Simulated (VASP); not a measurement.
# InPd: restarted molecular dynamics, 2 variants

InPd, Pm-3m (no. 221), 8 atoms in the cell. PBE, molecular dynamics; PAW potentials In, Pd (PBE set).

| Restart from | Temperature at the end (K) | The same without a restart (K) | Potential energy at the end (eV/atom) | The same without a restart (eV/atom) | Electronic steps in the first step after the restart | Time (s) |
|---|---|---|---|---|---|---|
| CONTCAR with velocities, WAVECAR read | 844.0 | 844.0 | -4.31413 | -4.31410 | 6 | 139 |
| CONTCAR with velocities, no WAVECAR | 844.0 | 844.0 | -4.31414 | -4.31410 | 17 | 140 |

Limits: 240 fs of 8 atoms are too short for converged averages; the cell is only 3.3 Å across, so each atom moves in step with near copies of itself.

## Input of the first row

INCAR.step1:
```
  GGA = PE
  PREC = Normal
  ENCUT = 250
  EDIFF = 1E-6
  NELMIN = 4
  NELM = 60
  ALGO = Fast
  LREAL = Auto
  LASPH = T
  ISMEAR = -1
  SIGMA = 0.069
  ISYM = 0
  LWAVE = T
  LCHARG = F
  IBRION = 0
  NSW = 30
  POTIM = 4.0
  TEBEG = 1600
  ISIF = 2
  RANDOM_SEED = 83727 0 0
  MDALGO = 1
  ANDERSEN_PROB = 0.0
  KPAR = 2
```

INCAR.step2, as INCAR.step1 but for:
```
- LWAVE = T
+ LWAVE = F
```

KPOINTS:
```
k-points
0
Monkhorst-Pack
  4 4 1
```

POSCAR.step1:
```
InPd
1.0
    3.2718847800      0.0000000000      0.0000000000
    0.0000000000      3.2718847800      0.0000000000
    0.0000000000      0.0000000000     13.0875391200
In Pd
4 4
Direct
    0.0000000000      0.0000000000      0.0000000000
    0.0000000000      0.0000000000      0.2500000000
    0.0000000000      0.0000000000      0.5000000000
    0.0000000000      0.0000000000      0.7500000000
    0.5000000000      0.5000000000      0.1250000000
    0.5000000000      0.5000000000      0.3750000000
    0.5000000000      0.5000000000      0.6250000000
    0.5000000000      0.5000000000      0.8750000000
```

Commands (each step's output is kept before the next begins):
```
cat potpaw_PBE.64/In/POTCAR potpaw_PBE.64/Pd/POTCAR > POTCAR
cp INCAR.step1 INCAR
cp POSCAR.step1 POSCAR
mpirun -np 2 vasp_std > vasp.out
cp CONTCAR POSCAR
cp INCAR.step2 INCAR
mpirun -np 2 vasp_std > vasp.out
```

Changes of the last row against the first:
```
(step 1)
- LWAVE = True
+ LWAVE = False
```

VASP 6.6.1 took 139 s on 2 cores (Intel Xeon 6975P-C (Granite Rapids)), a shared host.
